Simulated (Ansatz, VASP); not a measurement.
## Bi in VASP and in Ansatz

```
Bi
1.0
     3.45034    0.00000    0.00000
    -1.72517    2.98808    0.00000
     0.00000    0.00000   11.60423
Bi
4
Direct
  0.00000 0.00000 0.00000
  0.00000 0.00000 0.50000
  0.33333 0.66667 0.75000
  0.66667 0.33333 0.25000
```

Alike in both runs: functional PBEsol; k mesh 6 × 6 × 2; occupations gaussian, width 0.1 eV; no spin polarisation.

Ansatz relaxed the structure, and its values are those at the end. VASP's run is a single point on that final structure, the one shown.

|  | VASP | Ansatz |
| --- | --- | --- |
| version | VASP 6.6.1 | Ansatz 0.2.0 |
| potentials or method | VASP PAW PBE potentials, release 64 (Bi_d) | scalar-relativistic, plane waves, PAW |
| plane-wave cutoff (eV) | 520 | 420 |
| valence electrons in the cell | 60 | 60 |

|  | VASP | Ansatz | Ansatz less VASP |
| --- | --- | --- | --- |
| gap on the k mesh at the Fermi level (eV) | none | none | - |
| pressure (GPa) | -0.1 | -0.1 | +0.07 |

A gap of «none» marks a metal or a gap that the smearing closes. The functional is the same, so the differences come from potentials, cutoffs and numerics.

Caveats: the PAW data sets were made with another functional, which shifts forces and pressure a little (VASP); spin-orbit coupling is left out, which moves the levels of the heavy elements.
